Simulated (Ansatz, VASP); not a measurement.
**One calculation of NaI, two programs**

```
Na I
1.0
     0.00000    3.50787    3.50787
     3.50787    0.00000    3.50787
     3.50787    3.50787    0.00000
Na I
1 1
Direct
  0.00000 0.00000 0.00000
  0.25000 0.25000 0.25000
```

Alike in both runs: task single point; functional PBE; k mesh 6 × 6 × 6; no spin polarisation.

```csv
,VASP,Ansatz
version,VASP 6.6.1,Ansatz 0.2.0
potentials or method,"VASP PAW PBE potentials, release 64 (Na_pv, I)","plane waves, PAW"
plane-wave cutoff (eV),520,420
occupations,"gaussian, width 0.01 eV",fixed
valence electrons in the cell,14,26
```

Ansatz gave:

* gap on the k mesh at the Fermi level (eV): 3.88
* pressure (GPa): 0.8

Estimate VASP's values.

gap on the k mesh at the Fermi level (eV): 3.87; pressure (GPa): 0.8.

The two sets of potentials don't hold the same shells in valence.

Caveats: spin-orbit coupling is left out, which moves the levels of the heavy elements. PBE gaps usually lie below the measured ones, often by a third to a half.
